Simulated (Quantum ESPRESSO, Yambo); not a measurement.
# A GW chain in Yambo: AlN (P6_3mc), part 2 of 3

Wanted: ground state, empty states, screening and self-energy for AlN (P6_3mc).

Quantum ESPRESSO 7.5 and Yambo 5.3.0; PBE and many-body steps on it, plane waves. Known limits of the many-body steps: not at the basis limit; coarse k mesh.

So far. Step 2 (Ground state): The gap is direct, at Γ. Step 3 (Bands along the symmetry lines): The gap is 4.221 eV, as in the run before at this level.

The database entry behind the starting cell differs from later determinations by our own check (inner coordinate u about 0.002 short), so it need not match the best structure at ambient conditions.

### Step 4. Empty states on the mesh, 3×3×4 mesh, 102 bands

Level of this step: DFT, PBE, plane waves, norm-conserving pseudopotentials (Quantum ESPRESSO).

The sums over transitions need many empty states on a uniform mesh; this step solves for them.

Contents of pw.in:

```
&control
  calculation = 'nscf'
  prefix = 'x'
  outdir = 'o'
  pseudo_dir = 'pseudo'
/
&system
  ibrav = 0
  nat = 4
  ntyp = 2
  ecutwfc = 72.0
  nbnd = 102
  force_symmorphic = .true.
/
&electrons
  conv_thr = 1e-9
  electron_maxstep = 80
  diago_full_acc = .true.
  diago_thr_init = 5e-6
/
ATOMIC_SPECIES
  Al 26.982 Al.upf
  N 14.007 N.upf
CELL_PARAMETERS angstrom
  3.1130000000 -0.0000000000 0.0000000000
  -1.5565000000 2.6959370820 0.0000000000
  0.0000000000 0.0000000000 4.9810000000
ATOMIC_POSITIONS crystal
  Al 0.3333333333 0.6666666667 0.0000000000
  Al 0.6666666667 0.3333333333 0.5000000000
  N 0.3333333333 0.6666666667 0.3800000000
  N 0.6666666667 0.3333333333 0.8800000000
K_POINTS automatic
  3 3 4 0 0 0
```

The run is started by

```
$ OMP_NUM_THREADS=1 mpirun -n 4 pw.x -nk 4 -in pw.in > pw.out
```

The program printed:

```text
[banner, memory and clock lines left out]
Program PWSCF v.7.5 starts

     Atomic positions and unit cell read from directory:
     o/x.save/

     Message from routine setup:
     using ibrav=0 with symmetry is DISCOURAGED, use correct ibrav instead

     G-vector sticks info

     bravais-lattice index     =            0
     lattice parameter (alat)  =       5.8827  a.u.
     unit-cell volume          =     282.0993 (a.u.)^3
     number of atoms/cell      =            4
     number of atomic types    =            2
     number of electrons       =        16.00
     number of Kohn-Sham states=          102
     kinetic-energy cutoff     =      72.0000  Ry
     charge density cutoff     =     288.0000  Ry
     Exchange-correlation= PBE
                           (   1   4   3   4   0   0   0)

     celldm(1)=   5.882717  celldm(2)=   0.000000  celldm(3)=   0.000000
     celldm(4)=   0.000000  celldm(5)=   0.000000  celldm(6)=   0.000000

     crystal axes: (cart. coord. in units of alat)
               a(1) = (   1.000000  -0.000000   0.000000 )
               a(2) = (  -0.500000   0.866025   0.000000 )
               a(3) = (   0.000000   0.000000   1.600064 )

     reciprocal axes: (cart. coord. in units 2 pi/alat)
               b(1) = (  1.000000  0.577350 -0.000000 )
               b(2) = (  0.000000  1.154701 -0.000000 )
               b(3) = ( -0.000000 -0.000000  0.624975 )
     Pseudo is Norm-conserving + core correction, Zval =  3.0
     Generated using ONCVPSP code by D. R. Hamann
     Using radial grid of 1876 points,  6 beta functions with:
     Pseudo is Norm-conserving + core correction, Zval =  5.0
     Generated using ONCVPSP code by D. R. Hamann
     Using radial grid of 1058 points,  4 beta functions with:
     Al                3.00    26.98200     Al( 1.00)
     N                 5.00    14.00700     N ( 1.00)

      6 Sym. Ops. (no inversion) found

   Cartesian axes

     site n.     atom                  positions (alat units)
         1        Al     tau(   1) = (  -0.0000000   0.5773503   0.0000000  )
         2        Al     tau(   2) = (   0.5000000   0.2886751   0.8000321  )
         3        N      tau(   3) = (  -0.0000000   0.5773503   0.6080244  )
         4        N      tau(   4) = (   0.5000000   0.2886751   1.4080565  )

     number of k points=    10
                       cart. coord. in units 2pi/alat
        k(    1) = (   0.0000000   0.0000000   0.0000000), wk =   0.0555556
        k(    2) = (   0.0000000   0.0000000   0.1562437), wk =   0.1111111
        k(    3) = (   0.0000000   0.0000000  -0.3124875), wk =   0.0555556
[...]
k(    9) = (   0.3333333   0.5773503  -0.3124875), wk =   0.1111111
        k(   10) = (   0.0000000  -0.3849002   0.1562437), wk =   0.3333333

     Dense  grid:    23187 G-vectors     FFT dimensions: (  32,  32,  54)

     The potential is recalculated from file :
     o/x.save/charge-density

     Starting wfcs are   16 randomized atomic wfcs +   86 random wfcs

     Band Structure Calculation

     End of band structure calculation

          k = 0.0000 0.0000 0.0000 (  2863 PWs)   bands (ev):

    -8.0385  -5.8877   1.1322   6.2756   6.2756   6.9268   6.9268   7.1067
    11.3272  13.7824  17.6990  18.2976  18.2976  20.2844  20.2886  20.2886
    21.6418  21.6418  21.9213  24.4378  24.4378  26.5454  29.5081  29.8483
[...]
87.6768  88.4712  88.5458  88.5458  91.1824  95.9258

          k = 0.0000 0.0000 0.1562 (  2893 PWs)   bands (ev):

[...]
88.0320  88.2400  88.2400  89.6169  92.0819  92.0819

          k = 0.0000 0.0000-0.3125 (  2858 PWs)   bands (ev):

[...]
83.1862  83.1862  83.1862  83.1862  83.5835  83.5835  84.7854  84.7854
    84.7854  84.7854  88.4196  88.4196  88.4196  88.4196  89.1691  89.1691
    89.9779  89.9779  89.9779  89.9779  91.1373  91.1373

          k = 0.0000 0.3849 0.0000 (  2892 PWs)   bands (ev):

     [... further k-points ...]

     highest occupied, lowest unoccupied level (ev):     7.1067   11.3272

     XML data file, pseudopotentials, collected wavefunctions
```

It took 7.5 s on 4 MPI ranks of Arm Neoverse V1, shared host; peak memory 0.29 GiB; 30 s of CPU time.

Numbers from this step:

```
gap                                                           : 4.221 eV
k of the valence top                                          : 0, 0, 0
k of the conduction bottom                                    : 0, 0, 0
least direct gap                                              : 4.221 eV
k points computed                                             : 10
lowest point of the top converged band, above the valence top : 84.0307 eV
```

On this mesh the gap is 4.221 eV.

### Step 5. Conversion and set-up

This step: Yambo 5.3.0; conversion and set-up on PBE, plane waves, norm-conserving pseudopotentials.

The states are converted to the many-body program's format and the q mesh is built.

The run is started by

```
$ (cd o/x.save; p2y > p2y.log; mv SAVE ../..); yambo > setup.log
```

The program printed:

```text
 Yambo, version 5.3.0

 [02] CORE Variables Setup
 =========================

  [02.01] Unit cells
  ==================

  Cell kind             :  HCP
  Atoms in the cell     :  Al  N
  number of Al atoms    :  2
  number of N  atoms    :  2

  List of atomic masses
  Mass of Al    :  26.98200
  Mass of N     :  14.00700

  List of atomic coordinates    : [cc]
  Al1       : -0.29414E-09   3.3964       0.0000      order 1
  Al2       :  2.941359  1.698194  4.706363  order 2
  N1       : -0.29414E-09   3.3964       3.5768      order 3
  N2       :  2.941359  1.698194  8.283199  order 4

  Alat factors          :  5.882717  5.094583  9.412726 [a.u.]
  Direct lattice volume :  282.0993 [a.u.]
  Direct lattice vectors:  A[ 1 ]  A[ 2 ]  A[ 3 ]
   A[ 1 ]:  1.000000 -0.000000  0.000000  [iru]
   5.882717 -0.000000  0.000000  [cc]
   A[ 2 ]: -0.500000  1.000000  0.000000  [iru]
  -2.941359  5.094583  0.000000  [cc]
   A[ 3 ]:  0.000000  0.000000  1.000000  [iru]
   0.000000  0.000000  9.412726  [cc]

  Recip. lattice volume :  0.879301 [a.u.]
  Recip. lattice vectors:  B[ 1 ]  B[ 2 ]  B[ 3 ]
   B[ 1 ]:  1.000000  0.500000  0.000000  [iku]
   1.068075  0.616654 -0.000000  [cc]
   B[ 2 ]:  0.000000  1.000000  0.000000  [iku]
   0.000000  1.233307 -0.000000  [cc]
   B[ 3 ]:  0.000000  0.000000  1.000000  [iku]
  -0.000000 -0.000000  0.667520  [cc]

  [02.02] Symmetries
  ==================

  Inversion symmetry    : yes
  Spatial inversion     : no
  Inversion index       :   7
  K-space Time-reversal : yes
  Magnetic symmetries   : no
  Time-reversal derived K-space symmetries:   7  12
  Group table correct   : yes
  Symmetries units      :  [cc]

   [S  1]:   1.0000       0.0000       0.0000     -0.10606E-18   1.0000       0.0000       0.0000       0.0000       1.0000
   [S  2]: -0.500000  0.866025  0.000000 -0.866025 -0.500000  0.000000  0.000000  0.000000  1.000000
   [S  3]: -0.500000 -0.866025  0.000000  0.866025 -0.500000  0.000000  0.000000  0.000000  1.000000
   [S  4]:  -1.0000       0.0000       0.0000      0.10606E-18   1.0000       0.0000       0.0000       0.0000       1.0000
   [S  5]:  0.500000  0.866025  0.000000  0.866025 -0.500000  0.000000  0.000000  0.000000  1.000000
   [S  6]:  0.500000 -0.866025  0.000000 -0.866025 -0.500000  0.000000  0.000000  0.000000  1.000000
   [S* 7]:  -1.0000      -0.0000      -0.0000      0.10606E-18  -1.0000      -0.0000      -0.0000      -0.0000      -1.0000
   [S* 8]:  0.500000 -0.866025 -0.000000  0.866025  0.500000 -0.000000 -0.000000 -0.000000 -1.000000
   [S* 9]:  0.500000  0.866025 -0.000000 -0.866025  0.500000 -0.000000 -0.000000 -0.000000 -1.000000
   [S*10]:   1.0000      -0.0000      -0.0000     -0.10606E-18  -1.0000      -0.0000      -0.0000      -0.0000      -1.0000
   [S*11]: -0.500000 -0.866025 -0.000000 -0.866025  0.500000 -0.000000 -0.000000 -0.000000 -1.000000
[...]
K_min[ 3 ] :  0.33333      0.23545E-11   0.0000     [rlu]
  Grid dimensions      :   4   3   3
  K lattice UC volume  :  0.024425 [a.u.]

  IBZ K-points                                      :  10
  BZ  K-points                                      :   36

  K/Q-points units:
  rlu = crystal or reduced units; cc = cartesian coordinates; iku = interal k-units

  K [ 1]         [rlu]:  0.000000  0.000000  0.000000
         WF components:  2863
  K [ 2]         [rlu]:  0.000000  0.000000  0.250000
         WF components:  2893
  K [ 3]         [rlu]:  0.000000  0.000000 -0.500000
         WF components:  2858
[...]
K [ 8]         [rlu]:  0.333333  0.333333  0.250000
[...]
K [ 9]         [rlu]:  0.333333  0.333333 -0.500000
         WF components:  2934
  K [10]         [rlu]:  0.000000 -0.333333  0.250000
         WF components:  2910

  [02.05] Energies & Occupations
  ==============================

  [X] === General ===
  [X] Electronic Temperature                        :  0.000000  0.000000 [eV K]
  [X] Bosonic    Temperature                        :  0.000000  0.000000 [eV K]
  [X] Finite Temperature mode                       : no
  [X] El. density                                   :  0.38275E+24 [cm-3]
  [X] Fermi Level                                   :  7.106664 [eV]

  [X] === Gaps and Widths ===
  [X] Conduction Band Min                           :  4.220509 [eV]
  [X] Valence Band Max                              :  0.000000 [eV]
  [X] Filled Bands                                  :   8
  [X] Empty Bands                                   :    9  102
  [X] Direct Gap                                    :  4.220509 [eV]
  [X] Direct Gap localized at k                     :  1
  [X] Indirect Gap                                  :  4.220509 [eV]
  [X] Indirect Gap between kpts                     :  1  1
  [X] Last valence band width                       :  2.371270 [eV]
  [X] 1st conduction band width                     :  3.218767 [eV]

  E @ K [ 1]:  [eV]
  -15.14520 -12.99438  -5.97443  -0.83104  -0.83104  -0.17988  -0.17988   0.00000
[...]
occ @ K [ 1]
[...]
E @ K [ 2]:  [eV]
[...]
occ @ K [ 2]
[...]
E @ K [ 3]:  [eV]
[...]
occ @ K [ 3]
[...]
E @ K [ 8]:  [eV]
[...]
occ @ K [ 8]
[...]
E @ K [ 9]:  [eV]
[...]
occ @ K [ 9]
[...]
E @ K [10]:  [eV]
[...]
occ @ K [10]
   2.000000  2.000000  2.000000  2.000000  2.000000  2.000000  2.000000  2.000000
   0.000000  0.000000  0.000000  0.000000  0.000000  0.000000  0.000000  0.000000

 [03] Transferred momenta grid and indexing
 ==========================================

 IBZ Q-points                                      :  10
 BZ  Q-points                                      :   36

 K/Q-points units:
 rlu = crystal or reduced units; cc = cartesian coordinates; iku = interal k-units

 Q [ 1]         [rlu]:  0.000000  0.000000  0.000000
 Q [ 2]         [rlu]:  0.000000  0.000000  0.250000
 Q [ 3]         [rlu]:  0.000000  0.000000 -0.500000
[...]
Q [ 8]         [rlu]:  0.333333  0.333333  0.250000
 Q [ 9]         [rlu]:  0.333333  0.333333 -0.500000
 Q [10]         [rlu]:  0.40821E-19 -0.33333      0.25000

  [03.01] X indexes
  =================

   [03.01.01] Sigma indexes
   ========================

 [06] Game Over & Game summary
```

Run time: 2.1 s. Hardware: 1 MPI rank; peak memory 0.23 GiB.

(Continued in part 3 of 3.)

[Paths, hosts, dates, memory and timing lines, banners, echoed tables and standing remarks are left out of the program output.]

[Logs are printed without paths, hosts, clocks, repeated set-up lines and the standing remarks that a program may print on its own settings, such as how far it seeks lower states.]

[Runs of the session that timed out or met a known fault of the program may be left out.]

[Hosts, paths, dates, database ids (printed as entryN), source tags and the programs' standing remarks are cut or masked in the printed files.]
